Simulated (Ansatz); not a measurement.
Calculated with Ansatz (gas phase, PBE0-D4/def2-TZVP geometries, no zero-point term in ΔE). CCSD(T)/CBS adds triple-zeta CCSD(T) − MP2 to the extrapolated MP2 energy (def2 sets, frozen cores). DFT in def2-TZVPP. B3LYP here is the variant with VWN-RPA as its local correlation; programs differ in this. For Br outer-core shells are correlated without core-valence functions, which leaves a few kJ/mol of doubt a bond. Scalar relativity is left out up to krypton. One conformer a species, not always the lowest.

`C[CH]([AlH2])CN` + HBr → `[AlH2][Br]` + `CCCN`  (ligand exchange at the Al–C bond)

`C[CH]([AlH2])CN`:

Z-matrix (Å, degrees):
```
C
C 1 1.530
H 1 1.096 2 111.2
H 1 1.093 2 112.0 3 119.7
H 1 1.095 2 112.3 3 -120.4
Al 2 1.966 1 113.4 3 -72.5
C 2 1.523 1 112.7 3 57.2
H 2 1.105 1 107.5 3 174.0
H 6 1.593 2 120.5 1 152.7
H 6 1.592 2 119.9 1 -29.7
N 7 1.458 2 111.9 1 63.5
H 7 1.105 2 108.8 1 -62.0
H 7 1.095 2 109.7 1 -177.6
H 11 1.013 7 110.6 2 175.6
H 11 1.012 7 110.5 2 -66.5
```

HBr:

Cartesian coordinates in Å:
```
Br -0.383 -0.535 -0.266
H 0.383 0.535 0.266
```

`[AlH2][Br]`:

Cartesian coordinates in Å:
```
Al -0.046 0.128 -0.146
Br 0.472 -1.321 1.504
H 0.876 0.138 -1.424
H -1.302 1.055 0.065
```

`CCCN`:

```xyz
13

C     0.876   -1.156    0.946
C     0.215   -0.506   -0.257
C    -0.439    0.828    0.079
N    -1.094    1.516   -1.020
H     0.149   -1.346    1.740
H     1.339   -2.111    0.686
H     1.656   -0.513    1.363
H    -0.543   -1.178   -0.676
H     0.956   -0.349   -1.051
H    -1.179    0.678    0.873
H     0.315    1.504    0.499
H    -1.820    0.933   -1.417
H    -0.432    1.701   -1.765
```

```tsv
level	ΔE (eV)	difference from CCSD(T)/CBS
PBE-D4	-1.90	0.11
r2SCAN-D4	-2.03	-0.02
PBE0-D4	-1.98	0.03
B3LYP-D4	-1.98	0.03
ωB97X-V	-2.00	0.01
ωB97M-V	-1.98	0.03
B2PLYP	-2.05	-0.04
PBE	-1.96	0.05
r2SCAN	-2.04	-0.03
PBE0	-2.03	-0.02
B3LYP	-2.07	-0.06
HF/def2-TZVPP	-2.30	-0.29
MP2/def2-TZVPP	-2.01	0.00
SCS-MP2/def2-TZVPP	-2.03	-0.02
CCSD/def2-TZVPP	-2.02	-0.01
CCSD(T)/def2-TZVPP	-1.98	0.03
HF/def2-QZVPP	-2.29	-0.28
MP2/def2-QZVPP	-2.03	-0.02
SCS-MP2/def2-QZVPP	-2.04	-0.03
HF/CBS(def2)	-2.29	-0.28
MP2/CBS(def2)	-2.04	-0.03
CCSD/CBS(def2)	-2.05	-0.04
CCSD(T)/CBS	-2.01	0
```

Largest T1 diagnostic among the species: 0.009.

In def2-TZVPP, CCSD(T) changes the Hartree–Fock value by +0.32 eV (the triples alone add +0.04 eV) and MP2 by +0.29 eV. The D4 term adds +0.09 eV with B3LYP and +0.05 eV with PBE0; it sums over pairs of atoms, weighted by their polarisabilities, and B3LYP, whose exchange is more repulsive, gets the larger term. From PBE to PBE0 (25 % exact exchange), in def2-TZVPP and without D4, ΔE moves by −0.07 eV.

CCSD(T)/CBS has its own doubt, a few kJ/mol and more with outer-core shells, so smaller differences from it don't rank the levels.
